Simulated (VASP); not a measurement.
A run of VASP 6.6.1:

Contents of INCAR:

```
ALGO = Normal ; EDIFF = 1E-7
EDIFFG = -0.005 ; ENCUT = 600
GGA = PS ; IBRION = 2
ISIF = 3 ; ISMEAR = 0
KPAR = 2 ; LASPH = True
LCHARG = False ; LREAL = False
LWAVE = False ; NELM = 80
NSW = 90 ; PREC = Accurate
SIGMA = 0.03
```

Contents of KPOINTS:

```
k-points
0
Gamma
  4 8 6
```

File POSCAR:

```
SnS                                     
1.0
   11.0829687475      0.0000000000      0.0000000000
    0.0000000000      3.9844557026     -0.0000000000
    0.0000000000     -0.0000000000      4.2424904910
  Sn              S             
     4     4
Direct
     0.1183073383210545    0.2500000000000000    0.1134200440550193
     0.3816926616789455    0.7500000000000000    0.6134200440550192
     0.6183073383210547    0.2500000000000000    0.3865799559449807
     0.8816926616789453    0.7500000000000000    0.8865799559449808
     0.8534911899086042    0.2500000000000000    0.4730776793230354
     0.6465088100913958    0.7500000000000000    0.9730776793230351
     0.3534911899086045    0.2500000000000000    0.0269223206769646
     0.1465088100913955    0.7500000000000000    0.5269223206769649
```

Potentials or basis: VASP PAW PBE potentials, release 64 (Sn_d, S).

Launch:

```bash
$ cat potpaw_PBE.64/Sn_d/POTCAR potpaw_PBE.64/S/POTCAR > POTCAR
$ mpirun -np 2 vasp_std > vasp.out
```

Hardware: 2 MPI ranks on Intel(R) Xeon(R) Platinum 8488C (Sapphire Rapids), on a shared host.

**Question.** Estimate the wall time of this run.

**Answer.** Run time: 32 min on 2 MPI ranks on Intel(R) Xeon(R) Platinum 8488C (Sapphire Rapids), with other jobs on the host, peak memory 0.64 GiB a rank. Counts: scf iterations 101, k points 60, ion steps 14.
